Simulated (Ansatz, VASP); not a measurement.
Two plane-wave programs on InP

```
In P
1.0
     2.92823    2.92823    0.00000
    -2.92823    2.92823    0.00000
     0.00000    2.92823    2.89662
In P
1 1
Cartesian
  0.0000 0.0000 0.0000
  1.4641 4.3923 1.4483
```

Change from the starting cell: in-plane strain +0.005, out-of-plane length and atoms relaxed by PAW.

Alike in both runs: functional LDA; k mesh 8 × 8 × 8; no spin polarisation.

Ansatz relaxed the structure, and its values are those at the end. VASP's run is a single point on that final structure, the one shown.

|  | VASP | Ansatz |
| --- | --- | --- |
| version | VASP 6.6.1 | Ansatz 0.2.0 |
| potentials or method | VASP PAW LDA potentials, release 64 (In_d, P) | PAW with Ansatz's default frozen-core files, scalar-relativistic |
| plane-wave cutoff (eV) | 520 | 420 |
| occupations | gaussian, width 0.01 eV | fixed |
| valence electrons in the cell | 18 | 18 |

```tsv
	VASP	Ansatz	Ansatz less VASP
gap on the k mesh at the Fermi level (eV)	0.55	0.52	-0.029
pressure (GPa)	-0.3	-0.3	-0.02
```

Caveats: spin-orbit coupling is left out, which moves the levels of the heavy elements.
